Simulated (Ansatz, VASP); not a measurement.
One calculation of RbBr, two programs

The input INCAR:

```
SYSTEM = RbBr
  ALGO = Normal
  EDIFF = 1E-6
  ENCUT = 520
  GGA = PE
  ISIF = 2
  ISMEAR = 0
  LASPH = .TRUE.
  LCHARG = .FALSE.
  LREAL = .FALSE.
  LWAVE = .FALSE.
  NBANDS = 15
  NELM = 80
  PREC = Accurate
  SIGMA = 0.05
```

Contents of KPOINTS:

```
k-points
0
G
  8 8 8
  0 0 0
```

The input POSCAR:

```
RbBr
1.0
    0.0000000000      3.6215926326      3.6215926326
    3.6215926326      0.0000000000      3.6215926326
    3.6215926326      3.6215926326      0.0000000000
Rb Br
1 1
Direct
    0.5000000000      0.5000000000      0.5000000000
    0.0000000000      0.0000000000      0.0000000000
```

Input for Ansatz:

```yaml
crystal:
  lattice:
    - [0.0, 3.6215926326, 3.6215926326]
    - [3.6215926326, 0.0, 3.6215926326]
    - [3.6215926326, 3.6215926326, 0.0]
  atoms:
    - { symbol: Rb, position: [0.5, 0.5, 0.5] }
    - { symbol: Br, position: [0.0, 0.0, 0.0] }
basis:
  ecutwfc: 420
  ecutrho_ratio: 4
kpoints:
  mp_grid: { grid: [8, 8, 8] }
hamiltonian:
  xc: pbe
scf:
  occupations: { method: gaussian, width: 0.05 }
output:
  forces: true
  stress: true
  eigenvalues: true
```

Alike in both runs: task single point; functional PBE; k mesh 8 × 8 × 8; occupations gaussian, width 0.05 eV; no spin polarisation.

|  | VASP | Ansatz |
| --- | --- | --- |
| version | VASP 6.6.1 | Ansatz 0.2.0 |
| potentials or method | VASP PAW PBE potentials, release 64 (Rb_sv, Br) | scalar-relativistic, plane waves, PAW |
| plane-wave cutoff (eV) | 520 | 420 |
| valence electrons in the cell | 16 | 16 |

|  | VASP | Ansatz | Ansatz less VASP |
| --- | --- | --- | --- |
| gap on the k mesh at the Fermi level (eV) | 3.98 | 3.98 | +0.001 |
| least direct gap on the mesh (eV) | 3.98 | 3.98 | +0.001 |
| pressure (GPa) | -0.9 | -0.9 | -0.01 |

A k mesh can miss the band edges. A hybrid or GW would open this gap; PBE tends to underestimate it.
